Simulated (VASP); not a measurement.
Crystal: BaTiO3.

```
Ba Ti O
1.0
     3.99980    0.00000    0.00000
     0.00000    3.99980    0.00000
     0.00000    0.00000    4.01800
Ba Ti O
1 1 3
Direct
  0.00000 0.00000 0.00000
  0.50000 0.50000 0.49000
  0.50000 0.50000 0.01900
  0.50000 0.00000 0.51700
  0.00000 0.50000 0.51700
```

| Quantity | Value |
| --- | --- |
| Program | VASP 6.6.1 |
| Task | relaxation of cell and atoms |
| Functional | LDA |
| Potentials or basis | VASP PAW LDA potentials, release 64 (Ba_sv, Ti_sv, O) |
| Cutoff | 600 eV |
| k mesh | 8 × 8 × 8 |
| Occupations | gaussian, width 0.03 eV |
| Spin | no spin polarisation |

At the start: pressure -6.7 GPa; volume 12.86 Å³/atom.

Task: Where does the relaxation end?

Result: Over 10 steps the energy falls by 11.0 meV/atom and the volume is 12.39 Å³/atom (-3.6 %); space group P4mm (No. 99, to 0.05 Å).

Step by step:
```
step  energy change (eV)  largest force (eV/Å)  pressure (GPa)  volume (Å³)
   1              0.0000                0.3674           -6.70        64.28
   2              0.0180                0.4622            9.10        59.41
   3             -0.0532                0.0662            0.00        61.95
   4             -0.0532                0.0649            0.09        61.90
   5             -0.0544                0.0412            0.12        61.91
   6             -0.0546                0.0365            0.13        61.91
   7             -0.0547                0.0190           -0.08        61.99
   8             -0.0547                0.0175           -0.13        62.01
   9             -0.0548                0.0164            0.09        61.95
  10             -0.0548                0.0057            0.03        61.97
```

Final structure:
```cif
data_structure
_symmetry_space_group_name_H-M 'P 1'
_symmetry_Int_Tables_number 1
_cell_length_a 3.9418
_cell_length_b 3.9418
_cell_length_c 3.9886
_cell_angle_alpha 90.000
_cell_angle_beta 90.000
_cell_angle_gamma 90.000
_cell_volume 61.97
loop_
_atom_site_label
_atom_site_type_symbol
_atom_site_fract_x
_atom_site_fract_y
_atom_site_fract_z
_atom_site_occupancy
Ba1 Ba 0.00000 0.00000 0.00189 1
Ti1 Ti 0.50000 0.50000 0.48937 1
O1 O 0.50000 0.50000 0.02221 1
O2 O 0.50000 0.00000 0.51477 1
O3 O 0.00000 0.50000 0.51477 1
```
